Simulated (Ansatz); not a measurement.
## EuBr3 monolayer: Hubbard U from linear response

Aim: a Hubbard U for Eu in EuBr3 monolayer from linear response, and how it converges.

Program: Ansatz 0.2.0. Level of theory: functionals named at each step; plane waves, U on orthogonalised atomic orbitals unless named otherwise, collinear spin, no spin–orbit coupling. Results are calculated unless marked as measured.

Most raw output is cut from this account.

In doubt: warnings of the run leave room for a lower electronic state (steps 4, 5, 7), so energies may not be the lowest and differences between runs may mislead.

### Step 1. Set-up

The cell holds 8 atoms: 2 Eu and 6 Br. Cell: a = 9.125 Å, b = 4.118 Å, c = 19.273 Å, α = 90.0°, β = 90.0°, γ = 90.0°. It derives from EuBr3. one layer cut from the bulk crystal, unrelaxed, 15 A of vacuum. Vacuum lies along c.

The cell comes from a database of computed structures, and need not be the one that the compound takes in experiment.

A spin of about 6 μB marks Eu³⁺ (4f⁶), whose orbital moment cancels the spin once spin–orbit coupling acts (J = 0), so a spin-only order is wrong in kind for the real crystal.

### Step 2. The reference order

The response depends on the magnetic state, so a state is chosen first, with a typed U.

2 starts were run under PBE with U = 6.12 eV on Eu f, ortho-atomic projectors; the lowest per atom is taken, and its run is shown. Energies are taken at zero occupation width.

input.yaml

```yaml
crystal:
  lattice:
    - [9.124895, 0.0, 0.0]
    - [0.0, 4.117965, 0.0]
    - [0.0, 0.0, 19.272697]
  atoms:
    - { symbol: Eu, position: [0.25, 0.5, 0.496876], spin: 7.0 }
    - { symbol: Br, position: [0.434119, 0.0, 0.572681] }
    - { symbol: Br, position: [0.565881, 0.5, 0.427319] }
    - { symbol: Br, position: [0.934119, 0.5, 0.427319] }
    - { symbol: Br, position: [0.065881, 0.0, 0.572681] }
    - { symbol: Br, position: [0.25, 0.0, 0.389152] }
    - { symbol: Eu, position: [0.75, 0.0, 0.503124], spin: 7.0 }
    - { symbol: Br, position: [0.75, 0.5, 0.610848] }
magnetization:
  spin_polarized: true
kpoints:
  mp_grid: { grid: [3, 6, 1] }
hamiltonian:
  xc: pbe
  hubbard:
    sites: [{ species: Eu, l: f, u_eff: 6.12 }]
    projectors: ortho-atomic
scf:
  occupations: { method: fermi_dirac, width: 0.05 }
output:
  eigenvalues: true
```

Run with:

```bash
$ ansatz run input.yaml --threads 4 --pin off --max-ram 8192MiB --backend cpu --events-out ev --progress --plain --runs-dir out
```

Wall time 3.2 min (4 threads of Arm Neoverse V2, shared host); peak memory 2.4 GiB; 12 min of CPU time.

```csv
start,atoms,final state,energy (meV an atom)
parallel ++,8,ferromagnetic,0.0
compensated +−,8,antiferromagnetic,0.5
```

Spin moment in the sphere by atom:

```
atom  spin moment in the sphere (μB)
 Eu1                            6.36
 Br2                           -0.08
 Br3                           -0.08
 Br4                           -0.08
 Br5                           -0.08
 Br6                           -0.12
 Eu7                            6.36
 Br8                           -0.12
```

Spin density of the compensated +− start:

Spin density in the ca plane at fractional y = 0.000, with atoms of Br and Eu within 0.2 Å of it.

Ten even steps from '0' (-13 e/Å³) to '9' (0 e/Å³), each cell a mean:
```
99999999999999999999999999999999999999999999
99999999999999999999999999999999999999999999
99999999999999999999999999999999999999999999
99999999999999999999999999999999999999999999
99999999999999999999999868999999999999999999
99999999999999999999999504999999999999999999
99999999999999999999999736999999999999999999
99999999999999999999999989999999999999999999
99999999999999999999999999999999999999999999
99999999999999999999999999999999999999999999
99999999999999999999999999999999999999999999
99999999999999999999999999999999999999999999
99999999999999999999999999999999999999999999
99999999999999999999999999999999999999999999
99999999999999999999999999999999999999999999
99999999999999999999999999999999999999999999
99999999999999999999999999999999999999999999
99999999999999999999999999999999999999999999
99999999999999999999999999999999999999999999
99999999999999999999999999999999999999999999
99999999999999999999999999999999999999999999
99999999999999999999999999999999999999999999
99999999999999999999999999999999999999999999
99999999999999999999999999999999999999999999
```
Columns run along c (16.0 Å, from fractional 0.05 to 0.88 of the cell), rows up along a (9.1 Å). Atoms in or near the plane, at fractional coordinates: Br at (0.57, 0.43), Br at (0.57, 0.07), Br at (0.39, 0.25), Eu at (0.50, 0.75).

### Step 3. PBE

A run without U, to see what the plain functional makes of this start.

Changes to input.yaml since step 2:

```diff
@@ -17,8 +17,5 @@
 kpoints:
-  mp_grid: { grid: [3, 6, 1] }
+  mp_grid: { grid: [3, 7, 1] }
 hamiltonian:
   xc: pbe
-  hubbard:
-    sites: [{ species: Eu, l: f, u_eff: 6.12 }]
-    projectors: ortho-atomic
 scf:
```

Run time: 13 s. Hardware: 4 threads; peak memory 1.6 GiB; 49 s of CPU time.

Read from the output:

```yaml
magnetization: 12.11 μB
final_state: ferromagnetic
largest_moment: 6.397 μB
```

### Step 4. PBE, one cell

The cheapest recipe shifts the site in the one cell.

Changes to input.yaml since step 3:

```diff
@@ -17,5 +17,8 @@
 kpoints:
-  mp_grid: { grid: [3, 7, 1] }
+  mp_grid: { grid: [2, 5, 1] }
 hamiltonian:
   xc: pbe
+  hubbard:
+    sites: [{ species: Eu, l: f, u_eff: linear-response }]
+    projectors: ortho-atomic
 scf:
```

It took 4.7 min on 4 threads; peak memory 2.1 GiB.

The response of each shell:

```
           site  electrons  χ₀ (1/eV)  χ (1/eV)  U (eV)
Eu1 and 1 alike      6.524     -2.678   -0.1200    7.90
```

For Eu1 the on-site elements alone give 1/χ₀ − 1/χ = 7.96 eV, the inverses of the full matrices 7.67 eV, and the program reports 7.90 eV, after an interpolation towards a dense mesh that it makes on unshifted meshes and on single cells of several shells. The state, moments and gap printed next belong to the closing SCF at this U.

This step gave:

| Quantity | Value |
| --- | --- |
| magnetization | 12.16 μB |
| final state | ferromagnetic |
| largest moment | 6.203 μB |

U on Eu is 7.90 eV. All images of the site are shifted together here, so the value is not converged.

### Step 5. PBE, q-mesh 1×2×1

A mesh of wavevectors stands for a supercell in which the shifted site is farther from its images.

Changes to input.yaml since step 4:

```diff
@@ -17,3 +17,3 @@
 kpoints:
-  mp_grid: { grid: [2, 5, 1] }
+  mp_grid: { grid: [2, 6, 1] }
 hamiltonian:
@@ -23,2 +23,3 @@
     projectors: ortho-atomic
+    lr: { qmesh: [1, 2, 1] }
 scf:
```

Wall time 7.2 min (4 threads); peak memory 2.5 GiB.

Bare and screened response, and U:

```csv
site,electrons,χ₀ (1/eV),χ (1/eV),U (eV)
Eu1 and 1 alike,6.524,-3.351,-0.1220,7.85
```

For Eu1 the on-site elements alone give 1/χ₀ − 1/χ = 7.90 eV, the inverses of the full matrices 7.73 eV, and the program reports 7.85 eV, after an interpolation towards a dense mesh that it makes on unshifted meshes and on single cells of several shells. The state, moments and gap printed next belong to the closing SCF at this U.

Numbers from this step:

| Item | Value |
| --- | --- |
| magnetization | 12.19 μB |
| final state | ferromagnetic |
| largest moment | 6.215 μB |

U on Eu is 7.85 eV here against 7.90 eV (-0.7 %) in the run that differs in the way the response is sampled and in its k-mesh (PBE, one cell), at 1.5 times its CPU time.

### Step 6. PBE, one cell

This input is changed on purpose, to see how the response run answers a poor choice.

Changes to input.yaml since step 5:

```diff
@@ -17,3 +17,3 @@
 kpoints:
-  mp_grid: { grid: [2, 6, 1] }
+  mp_grid: { grid: [3, 6, 1] }
 hamiltonian:
@@ -23,5 +23,6 @@
     projectors: ortho-atomic
-    lr: { qmesh: [1, 2, 1] }
+    lr: { max_cycles: 5 }
 scf:
   occupations: { method: fermi_dirac, width: 0.05 }
+  max_iter: 100
 output:
```

Elapsed: 0.05 s, on 4 threads; peak memory 0.074 GiB.

The input was rejected at the start.

The program's message: “Error: inconsistent input (hamiltonian.hubbard.lr, hamiltonian.hubbard.sites[].u_eff, hamiltonian.hubbard.v[].v): tol/max_cycles/mixing control the self-consistent fixed-point loop, which the one-shot …”

The fault put into the input: cycles asked of a one-shot U.

### Step 7. PBE, shifted q-mesh 1×2×1

A mesh of wavevectors stands for a supercell in which the shifted site is farther from its images; shifted off q = 0, it leaves out the wavevector at which all images move together.

Changes to input.yaml since step 6:

```diff
@@ -17,3 +17,3 @@
 kpoints:
-  mp_grid: { grid: [3, 6, 1] }
+  mp_grid: { grid: [2, 8, 1] }
 hamiltonian:
@@ -23,6 +23,5 @@
     projectors: ortho-atomic
-    lr: { max_cycles: 5 }
+    lr: { qmesh: [1, 2, 1], qmesh_shift: [0.5, 0.5, 0.0] }
 scf:
   occupations: { method: fermi_dirac, width: 0.05 }
-  max_iter: 100
 output:
```

The job ended after 8.9 min (4 threads; peak memory 3.2 GiB; 34 min of CPU time).

Site by site:

| site | electrons | χ₀ (1/eV) | χ (1/eV) | U (eV) |
| --- | --- | --- | --- | --- |
| Eu1 and 1 alike | 6.524 | -4.247 | -0.1218 | 7.97 |

For Eu1 the on-site elements alone give 1/χ₀ − 1/χ = 7.97 eV, the inverses of the full matrices 7.97 eV, and the program reports 7.97 eV. The state, moments and gap printed next belong to the closing SCF at this U.

This step gave:

```yaml
magnetization: 12.14 μB
final_state: ferromagnetic
largest_moment: 6.183 μB
```

U on Eu is 7.97 eV here against 7.85 eV (+2 %) in the run that differs in the way the response is sampled and in its k-mesh (PBE, q-mesh 1×2×1), at 1.2 times its CPU time. Only one of the two values carries the program's interpolation, which is part of the difference.

### Step 8. PBE, one cell, self-consistent

The one-shot value comes from a state without U, which may be far from the corrected one. Cycling feeds each U back until it stands.

Changes to input.yaml since step 7:

```diff
@@ -17,3 +17,3 @@
 kpoints:
-  mp_grid: { grid: [2, 8, 1] }
+  mp_grid: { grid: [2, 5, 1] }
 hamiltonian:
@@ -21,5 +21,5 @@
   hubbard:
-    sites: [{ species: Eu, l: f, u_eff: linear-response }]
+    sites: [{ species: Eu, l: f, u_eff: self-consistent }]
     projectors: ortho-atomic
-    lr: { qmesh: [1, 2, 1], qmesh_shift: [0.5, 0.5, 0.0] }
+    lr: { max_cycles: 12 }
 scf:
```

It took 6.1 min on 4 threads; peak memory 2.1 GiB; 24 min of CPU time.

U by cycle:

```
cycle  U put in (eV)  largest change (eV)
    1              0                  7.9
    2           7.89                 0.40
    3           7.49                 0.13
    4           7.62                0.028
    5           7.59               0.0058
```

The response of each shell:

```
           site  electrons  χ₀ (1/eV)  χ (1/eV)  U (eV)
Eu1 and 1 alike      6.314     -1.357   -0.1196    7.60
```

For Eu1 the on-site elements alone give 1/χ₀ − 1/χ = 7.62 eV, the inverses of the full matrices 7.50 eV, and the program reports 7.60 eV, after an interpolation towards a dense mesh that it makes on unshifted meshes and on single cells of several shells. The state, moments and gap printed next belong to the closing SCF at this U.

This step gave:

```yaml
magnetization: 12.25 μB
final_state: ferromagnetic
largest_moment: 6.266 μB
```

U on Eu is 7.60 eV here against 7.90 eV (-4 %) in the run that differs in self-consistency alone (PBE, one cell), at 1.3 times its CPU time. Both come from one cell, whose images are shifted too.

### Step 9. PBE, q-mesh 1×2×1, with V

With the ligand p shell among the responding shells, the off-diagonal response gives the inter-site V too, and the on-site U can change with the larger space.

Changes to input.yaml since step 8:

```diff
@@ -17,3 +17,3 @@
 kpoints:
-  mp_grid: { grid: [2, 5, 1] }
+  mp_grid: { grid: [2, 6, 1] }
 hamiltonian:
@@ -21,5 +21,8 @@
   hubbard:
-    sites: [{ species: Eu, l: f, u_eff: self-consistent }]
+    sites:
+      - { species: Eu, l: f, u_eff: linear-response }
+      - { species: Br, l: p, u_eff: 0.0 }
+    v: [{ species: [Eu, Br], l: [f, p], v: linear-response, r_cut: 4.121 }]
     projectors: ortho-atomic
-    lr: { max_cycles: 12 }
+    lr: { qmesh: [1, 2, 1] }
 scf:
```

Run time: 10 min. Hardware: 4 threads; peak memory 2.4 GiB.

The run was stopped unfinished when the time set aside for it ran out, so what it printed is not taken as a result.

### Step 10. Comparison

1 further run (PBE, q-mesh 1×2×1, with ligand U) did not converge, ran out of time or was refused, and is not shown.

```
                           run  k-mesh  state of the response  U(Eu) (eV)  largest moment at that U (μB)  CPU time
                           PBE   3×7×1                      -           0                           6.40      49 s
                 PBE, one cell   2×5×1           chosen order        7.90                           6.20    18 min
             PBE, q-mesh 1×2×1   2×6×1           chosen order        7.85                           6.21    28 min
     PBE, shifted q-mesh 1×2×1   2×8×1           chosen order        7.97                           6.18    34 min
PBE, one cell, self-consistent   2×5×1           chosen order        7.60                           6.27    24 min
```

### Step 11. Summary of results

```
U(Eu), one-shot value on the finest mesh : 7.97 eV
U(Eu), self-consistent (one cell)        : 7.60 eV
range of U(Eu) over these recipes        : 7.60 to 7.97 eV
```

**Reading.** Linear response puts U for Eu in EuBr3 monolayer at 8.0 eV (PBE, shifted q-mesh 1×2×1), and the recipes tried spread from 7.6 to 8.0 eV. The cheapest one-shot value (PBE, one cell) is 7.90 eV and that on the finest mesh (PBE, shifted q-mesh 1×2×1) 7.97 eV, -0.9 % apart, at 1.9 times the CPU time. Iterating U to self-consistency took 5 cycles and ends at 7.60 eV, against 7.90 eV in one shot on the same sampling. The magnetic states on which the responses were measured: chosen order; 2 starts finished among the 2 run to choose the order. A spin of about 6 μB marks Eu³⁺ (4f⁶), whose orbital moment cancels the spin once spin–orbit coupling acts (J = 0), so a spin-only order is wrong in kind for the real crystal.

[Logs and program files are shortened in this print: banners, set-up blocks, solver, clock and traceback lines can be left out without a mark of their own.]

[Logs are printed without paths, hosts, clocks, repeated set-up lines and the standing remarks that a program may print on its own settings, such as how far it seeks lower states.]

[Hosts, paths, dates, database ids (printed as entryN), source tags and the programs' standing remarks are cut or masked in the printed files.]

[Where a cell is said to come from a database of computed structures, the database is the Materials Project.]
